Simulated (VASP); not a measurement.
# SnTe (Fm-3m) in VASP: band structure with PBE

Aim: the band structure of SnTe with PBE.

All numbers are computed with VASP 6.6.1; they aren't measurements. Logs are shortened: lines on timing, memory, paths and dates and some standing lists are left out, and cuts for length are marked.

## 1. The crystal as given

The structure is cubic, space group Fm-3m (No. 225). Conventional cell: a = 6.412 Å, b = 6.412 Å, c = 6.412 Å, α = 90.00°, β = 90.00°, γ = 90.00°. Around Sn (site symmetry m-3m) lie 6 Te at 3.21 Å. Te (site symmetry m-3m) has 6 Sn at 3.21 Å as nearest neighbours.

## 2. Band structure, PBE

Input file POSCAR:

```
SnTe                                    
1.0
    0.0000000000      3.2061387962      3.2061387962
    3.2061387962      0.0000000000      3.2061387962
    3.2061387962      3.2061387962      0.0000000000
  Sn              Te            
     1     1
Direct
     0.0000000000000000    0.0000000000000000    0.0000000000000000
     0.5000000000000000    0.5000000000000000    0.5000000000000000
```

Input file INCAR.step1:

```
PREC = Accurate ; ENCUT = 520
EDIFF = 1E-7 ; ISMEAR = 0
SIGMA = 0.02 ; LREAL = F
LASPH = T ; NELM = 80
ALGO = Normal ; ISIF = 2
LWAVE = F ; LCHARG = T
GGA = PE
```

Input file KPOINTS.step1:

```
regular mesh
0
Gamma
  4 4 4
```

Input file INCAR.step2:

```
PREC = Accurate ; ENCUT = 520
EDIFF = 1E-7 ; ISMEAR = 0
SIGMA = 0.05 ; LREAL = F
LASPH = T ; NELM = 80
ALGO = Normal ; ISIF = 2
LWAVE = F ; LCHARG = F
GGA = PE ; ICHARG = 11
```

Input file KPOINTS.step2:

```
path GXWKGLUWLK,UX
15
line-mode
reciprocal
 0.0000000000  0.0000000000  0.0000000000  G
 0.5000000000  0.0000000000  0.5000000000  X

 0.5000000000  0.0000000000  0.5000000000  X
 0.5000000000  0.2500000000  0.7500000000  W

 0.5000000000  0.2500000000  0.7500000000  W
 0.3750000000  0.3750000000  0.7500000000  K

 0.3750000000  0.3750000000  0.7500000000  K
 0.0000000000  0.0000000000  0.0000000000  G

 0.0000000000  0.0000000000  0.0000000000  G
 0.5000000000  0.5000000000  0.5000000000  L

 0.5000000000  0.5000000000  0.5000000000  L
 0.6250000000  0.2500000000  0.6250000000  U

 0.6250000000  0.2500000000  0.6250000000  U
 0.5000000000  0.2500000000  0.7500000000  W

 0.5000000000  0.2500000000  0.7500000000  W
 0.5000000000  0.5000000000  0.5000000000  L

 0.5000000000  0.5000000000  0.5000000000  L
 0.3750000000  0.3750000000  0.7500000000  K

 0.6250000000  0.2500000000  0.6250000000  U
 0.5000000000  0.0000000000  0.5000000000  X
```

Potentials or basis: VASP PAW PBE potentials, release 64 (Sn_d, Te).

Run with:

```console
cat potpaw_PBE.64/Sn_d/POTCAR potpaw_PBE.64/Te/POTCAR > POTCAR
cp INCAR.step1 INCAR
cp KPOINTS.step1 KPOINTS
mpirun -np 1 vasp_std > vasp.out
cp INCAR.step2 INCAR
cp KPOINTS.step2 KPOINTS
mpirun -np 1 vasp_std > vasp.out
```

OUTCAR:

```text
PREC = Accurate
   ENCUT = 520
   EDIFF = 1E-7
   ISMEAR = 0
   LREAL = F
   LASPH = T
   NELM = 80
   ISIF = 2
   GGA = PE
   ICHARG = 11

 ion  position               nearest neighbor table
   1  0.000  0.000  0.000-   2 3.21   2 3.21   2 3.21   2 3.21   2 3.21   2 3.21
   2  0.500  0.500  0.500-   1 3.21   1 3.21   1 3.21   1 3.21   1 3.21   1 3.21

  LATTYP: Found a face centered cubic cell.
 ALAT       =     6.4122775924

  Lattice vectors:

 A1 = (   0.0000000000,   3.2061387962,   3.2061387962)
 A2 = (   3.2061387962,   0.0000000000,   3.2061387962)
 A3 = (   3.2061387962,   3.2061387962,   0.0000000000)

Analysis of symmetry for initial positions (statically):
=====================================================================
 Subroutine PRICEL returns:
 Original cell was already a primitive cell.

 Routine SETGRP: Setting up the symmetry group for a
 face centered cubic supercell.

 Subroutine GETGRP returns: Found 48 space group operations
 (whereof 48 operations were pure point group operations)
 out of a pool of 48 trial point group operations.

The static configuration has the point symmetry O_h .

Analysis of symmetry for dynamics (positions and initial velocities):
=====================================================================
 Subroutine PRICEL returns:
 Original cell was already a primitive cell.

 Routine SETGRP: Setting up the symmetry group for a
 face centered cubic supercell.

 Subroutine GETGRP returns: Found 48 space group operations
 (whereof 48 operations were pure point group operations)
 out of a pool of 48 trial point group operations.

The dynamic configuration has the point symmetry O_h .

 Subroutine INISYM returns: Found 48 space group operations
 (whereof 48 operations are pure point group operations),
 and found     1 'primitive' translations

----------------------------------------------------------------------------------------

                                     Primitive cell

  volume of cell :      65.9139

  direct lattice vectors                    reciprocal lattice vectors
     0.000000000  3.206138796  3.206138796    -0.155950828  0.155950828  0.155950828
     3.206138796  0.000000000  3.206138796     0.155950828 -0.155950828  0.155950828
     3.206138796  3.206138796  0.000000000     0.155950828  0.155950828 -0.155950828

  length of vectors
     4.534164968  4.534164968  4.534164968     0.270114758  0.270114758  0.270114758

  position of ions in fractional coordinates (direct lattice)
     0.000000000  0.000000000  0.000000000
     0.500000000  0.500000000  0.500000000

  ion indices of the primitive-cell ions
   primitive index   ion index
                 1           1
                 2           2

----------------------------------------------------------------------------------------

 KPOINTS: path GXWKGLUWLK,UX

Interpolating k-points between supplied coordinates.

 Line segments in fractional coordinates (reciprocal lattice):
    0.000000  0.000000  0.000000  ...  0.500000  0.000000  0.500000
    0.500000  0.000000  0.500000  ...  0.500000  0.250000  0.750000
    0.500000  0.250000  0.750000  ...  0.375000  0.375000  0.750000
    0.375000  0.375000  0.750000  ...  0.000000  0.000000  0.000000
    0.000000  0.000000  0.000000  ...  0.500000  0.500000  0.500000
    0.500000  0.500000  0.500000  ...  0.625000  0.250000  0.625000
    0.625000  0.250000  0.625000  ...  0.500000  0.250000  0.750000
    0.500000  0.250000  0.750000  ...  0.500000  0.500000  0.500000
    0.500000  0.500000  0.500000  ...  0.375000  0.375000  0.750000
    0.625000  0.250000  0.625000  ...  0.500000  0.000000  0.500000

 Generated    15 points on each line segment, for a total of    150 k-points:

 Following reciprocal coordinates:
            Coordinates               Weight
  0.000000  0.000000  0.000000      0.006667
  0.035714  0.000000  0.035714      0.006667
  0.071429  0.000000  0.071429      0.006667
  0.107143  0.000000  0.107143      0.006667
  0.142857  0.000000  0.142857      0.006667
  0.178571  0.000000  0.178571      0.006667
[... 16 lines left out ...]
  0.500000  0.125000  0.625000      0.006667
  0.500000  0.142857  0.642857      0.006667
 [... further k-points ...]
   k-points           NKPTS =    150   k-points in BZ     NKDIM =    150   number of bands    NBANDS=     14
   number of dos      NEDOS =    301   number of ions     NIONS =      2
   total plane-waves  NPLWV =  46656
   dimension x,y,z NGX =    36 NGY =   36 NGZ =   36
   dimension x,y,z NGXF=    72 NGYF=   72 NGZF=   72
   ions per type =               1   1
   NGX,Y,Z   is equivalent  to a cutoff of  13.20, 13.20, 13.20 a.u.
   NGXF,Y,Z  is equivalent  to a cutoff of  26.40, 26.40, 26.40 a.u.
 SYSTEM =  unknown system
   PREC   = accura    normal or accurate (medium, high low for compatibility)
   ISTART =      0    job   : 0-new  1-cont  2-samecut
   ICHARG =     11    charge: 1-file 2-atom 10-const
   ISPIN  =      1    spin polarized calculation?
   LNONCOLLINEAR =      F non collinear calculations
   LSORBIT =      F    spin-orbit coupling
   LASPH  =      T    aspherical Exc in radial PAW
   ENCUT  =  520.0 eV  38.22 Ry    6.18 a.u.   8.43  8.43  8.43*2*pi/ulx,y,z
   NELM   =     80;   NELMIN=  2; NELMDL=  0     # of ELM steps
   EDIFF  = 0.1E-06   stopping-criterion for ELM
   LREAL  =      F    real-space projection
   EDIFFG = 0.1E-05   stopping-criterion for IOM
   NSW    =      0    number of steps for IOM
   IBRION =     -1    ionic relax: 0-MD 1-quasi-New 2-CG
   NFREE  =      0    steps in history (QN), initial steepest desc. (CG)
   ISIF   =      2    stress and relaxation
   ISYM   =      2    0-nonsym 1-usesym 2-fastsym
   POTIM  = 0.5000    time-step for ionic-motion
   TEBEG  =    0.0;   TEEND  =   0.0 temperature during run
   PSTRESS=    0.0 pullay stress
   NELECT =      20.0000    total number of electrons
   NUPDOWN=      -1.0000    fix difference up-down
   EMIN   =  10.00;   EMAX   =-10.00  energy-range for DOS
   EFERMI =   0.00;   METHOD = LEGACY
   ISMEAR =     0;   SIGMA  =   0.05  broadening in eV -4-tet -1-fermi 0-gaus
   EFERMI_NEDOS =   21; number of points for ismear=-14 and -15
   IALGO  =     38    algorithm
   IMIX   =      4    mixing-type and parameters
     AMIX     =   0.40;   BMIX     =  1.00
     AMIX_MAG =   1.60;   BMIX_MAG =  1.00
  volume/ion in A,a.u.               =      32.96       222.40
  Fermi-wavevector in a.u.,A,eV,Ry     =   1.100084  2.078857 16.465564  1.210185
  Thomas-Fermi vector in A             =   2.236489
   LORBIT       =      0    0 simple, 1 ext, 2 COOP (PROOUT), +10 PAW based schemes
   GGA     = PE    functional components
   LHFCALC =     F    Hartree Fock is set to
   AEXX    =    0.0000 exact exchange contribution
   IVDW    =     0    specifies the selected vdW correction
   LEPSILON=     F    determine dielectric tensor
   LRPA    =     F    only Hartree local field effects (RPA)
 non-spin polarized calculation
 Gauss-broadening in eV      SIGMA  =   0.05
  energy-cutoff  :      520.00
  volume of cell :       65.91
 maximum number of plane-waves:      1807
 NGX is ok and might be reduce to    36

 number of electron      20.0000005 magnetization

 Free energy of the ion-electron system (eV)
  ---------------------------------------------------
  ext. energy  EPLUGINS =         0.00000000
  ---------------------------------------------------
  free energy    TOTEN  =        -8.47071226 eV

  energy without entropy =       -8.46956322  energy(sigma->0) =       -8.47013774

 E-fermi :   6.3297     XC(G=0):  -9.2681

 val. band max:        6.3032163938   @ k =   0.5000   0.5000   0.5000
 cond. band min:       6.3566756514   @ k =   0.5000   0.5000   0.5000
 fundamental gap:      0.0534592576
 Fermi energy:         6.3297454412

 k-point     1 :       0.0000    0.0000    0.0000
  band No.  band energies     occupation
      1     -15.5843      2.00000
      2     -15.5843      2.00000
      3     -15.5787      2.00000
      4     -15.5787      2.00000
      5     -15.5787      2.00000
      6      -6.1125      2.00000
      7       1.4345      2.00000
      8       4.3123      2.00000
      9       4.3123      2.00000
     10       4.3123      2.00000
     11       9.5506      0.00000
     12       9.5506      0.00000
     13       9.5506      0.00000
     14      11.1598      0.00000

 k-point     2 :       0.0357    0.0000    0.0357
  band No.  band energies     occupation
      1     -15.5845      2.00000
      2     -15.5843      2.00000
      3     -15.5787      2.00000
      4     -15.5786      2.00000
      5     -15.5786      2.00000
      6      -6.0992      2.00000
      7       1.3619      2.00000
      8       4.2870      2.00000
      9       4.2870      2.00000
     10       4.4196      2.00000
     11       9.3080      0.00000
     12       9.5527      0.00000
     13       9.5527      0.00000
     14      11.0690      0.00000

 k-point     3 :       0.0714    0.0000    0.0714
  band No.  band energies     occupation
      1     -15.5849      2.00000
      2     -15.5842      2.00000
      3     -15.5789      2.00000
      4     -15.5783      2.00000
      5     -15.5783      2.00000
      6      -6.0593      2.00000
      7       1.1736      2.00000
      8       4.2142      2.00000
      9       4.2142      2.00000
     10       4.7069      2.00000
     11       8.7328      0.00000
     12       9.5648      0.00000
     13       9.5648      0.00000
     14      10.8446      0.00000
[... 324 lines left out ...]
 k-point    23 :       0.5000    0.1250    0.6250
  band No.  band energies     occupation
      1     -15.5955      2.00000
      2     -15.5821      2.00000
      3     -15.5800      2.00000
      4     -15.5719      2.00000
      5     -15.5701      2.00000
      6      -4.6658      2.00000
      7      -0.5647      2.00000
      8       1.2891      2.00000
      9       2.4709      2.00000
     10       3.8785      2.00000
     11       9.2097      0.00000
     12       9.3971      0.00000
     13      11.2427      0.00000
     14      11.9358      0.00000

 k-point    24 :       0.5000    0.1429    0.6429
  band No.  band energies     occupation
      1     -15.5950      2.00000
      2     -15.5825      2.00000
      3     -15.5795      2.00000
      4     -15.5724      2.00000
      5     -15.5701      2.00000
      6      -4.6570      2.00000
      7      -0.6453      2.00000
      8       1.3453      2.00000
      9       2.3811      2.00000
     10       4.1425      2.00000
     11       8.8358      0.00000
     12       9.5909      0.00000
     13      11.3241      0.00000
     14      11.8271      0.00000

 [... further k-points ...]

------------------------ aborting loop because EDIFF is reached ----------------------------------------

  FORCE on cell =-STRESS in cart. coord.  units (eV):
  Direction    XX          YY          ZZ          XY          YZ          ZX
  --------------------------------------------------------------------------------------
  -------------------------------------------------------------------------------------
  Total       -0.8720381     -0.8720381     -0.8720381      0.0000000     -0.0000000      0.0000000
  in kB      -21.1967401    -21.1967401    -21.1967401      0.0000000     -0.0000000      0.0000000
  external PRESSURE =     -21.1967401 kB  Pullay stress =       0.0000000 kB

 VOLUME and BASIS-vectors are now :
 -----------------------------------------------------------------------------
  energy-cutoff  :      520.00
  volume of cell :       65.91
      direct lattice vectors                 reciprocal lattice vectors
     0.000000000  3.206138796  3.206138796    -0.155950828  0.155950828  0.155950828
     3.206138796  0.000000000  3.206138796     0.155950828 -0.155950828  0.155950828
     3.206138796  3.206138796  0.000000000     0.155950828  0.155950828 -0.155950828

 POSITION                                       TOTAL-FORCE (eV/Angst)
 -----------------------------------------------------------------------------------
      0.00000      0.00000      0.00000         0.000000     -0.000000      0.000000
      3.20614      3.20614      3.20614        -0.000000      0.000000      0.000000
 -----------------------------------------------------------------------------------
    total drift:                                0.000000      0.000000      0.000000

  FREE ENERGIE OF THE ION-ELECTRON SYSTEM (eV)
  ---------------------------------------------------
  free  energy   TOTEN  =        -8.4707122640 eV

  energy  without entropy=       -8.4695632163  energy(sigma->0) =       -8.47013774
```

Wall time 84 s (1 thread of Intel Xeon Platinum 8488C (Sapphire Rapids), shared host); peak memory 0.3 GiB.

What came out:

* Band gap on the k mesh: 0.05 eV, direct
* Band gap along the path: 0.05 eV, direct

Levels at the corners of the path, in eV from the valence-band top:
```csv
point,band 8,band 9,band 10,band 11,band 12,band 13
Γ,-1.99,-1.99,-1.99,3.25,3.25,3.25
X,-5.20,-3.48,-3.48,2.39,4.68,4.68
X,-5.20,-3.48,-3.48,2.39,4.68,4.68
W,-4.50,-4.50,-0.81,0.86,4.59,4.59
W,-4.50,-4.50,-0.81,0.86,4.59,4.59
K,-4.83,-3.01,-2.57,2.92,3.00,4.23
K,-4.83,-3.01,-2.57,2.92,3.00,4.23
Γ,-1.99,-1.99,-1.99,3.25,3.25,3.25
Γ,-1.99,-1.99,-1.99,3.25,3.25,3.25
L,-1.67,-1.67,0.00,0.05,0.45,0.45
L,-1.67,-1.67,0.00,0.05,0.45,0.45
U,-4.83,-3.01,-2.57,2.92,3.00,4.23
U,-4.83,-3.01,-2.57,2.92,3.00,4.23
W,-4.50,-4.50,-0.81,0.86,4.59,4.59
W,-4.50,-4.50,-0.81,0.86,4.59,4.59
L,-1.67,-1.67,0.00,0.05,0.45,0.45
L,-1.67,-1.67,0.00,0.05,0.45,0.45
K,-4.83,-3.01,-2.57,2.92,3.00,4.23
U,-4.83,-3.01,-2.57,2.92,3.00,4.23
X,-5.20,-3.48,-3.48,2.39,4.68,4.68
```

Caveat: the k mesh is coarse (spacing up to 0.42 Å⁻¹), so the values aren't converged; the log is that of the step along the path at fixed density, whose energy, stress, charges and moments have no meaning; spin-orbit coupling is left out, which moves the levels of the heavy elements.
